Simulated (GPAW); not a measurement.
The system is TiO.

```xyz
6
Lattice="4.0867 0.0000 0.0000 0.0000 4.0867 0.0000 0.0000 0.0000 4.0867" Properties=species:S:1:pos:R:3 pbc="T T T"
Ti    2.0433    0.0000    2.0433
Ti    0.0000    2.0433    2.0433
Ti    2.0433    2.0433    0.0000
O     0.0000    0.0000    2.0433
O     2.0433    0.0000    0.0000
O     0.0000    2.0433    0.0000
```

The cell comes from a database or a generator and needn't be the stable form of this composition.

- Program: GPAW 26.7.0
- Task: relaxation of cell and atoms
- Functional: PBEsol
- Potentials or basis: PAW data sets generated in the run's folder for this functional
- Cutoff: 800 eV
- Basis: pw
- k mesh: 6 × 6 × 6
- Occupations: fermi-dirac, width 0.05 eV
- Spin: no spin polarisation

At the start: pressure -7.0 GPa; volume 11.38 Å³/atom.

Q: How do energy, volume and symmetry change on relaxing?

A: Over 3 steps the energy falls by 7.5 meV/atom and the volume is 10.99 Å³/atom (-3.4 %); space group Pm-3m (No. 221, to 0.05 Å).

Step by step:
```csv
step,energy change (eV),largest force (eV/Å),pressure (GPa),volume (Å³)
1,0.0000,0.0000,-7.03,68.25
2,-0.0096,0.0000,-6.33,68.01
3,-0.0451,0.0000,0.26,65.93
```

Final structure:
```
CELL_PARAMETERS angstrom
4.03978 0.00000 0.00000
0.00000 4.03978 0.00000
0.00000 0.00000 4.03978
ATOMIC_POSITIONS crystal
Ti 0.50000 0.00000 0.50000
Ti 0.00000 0.50000 0.50000
Ti 0.50000 0.50000 0.00000
O 0.00000 0.00000 0.50000
O 0.50000 0.00000 0.00000
O 0.00000 0.50000 0.00000
```

Caveat: later steps reuse the first step's grids.
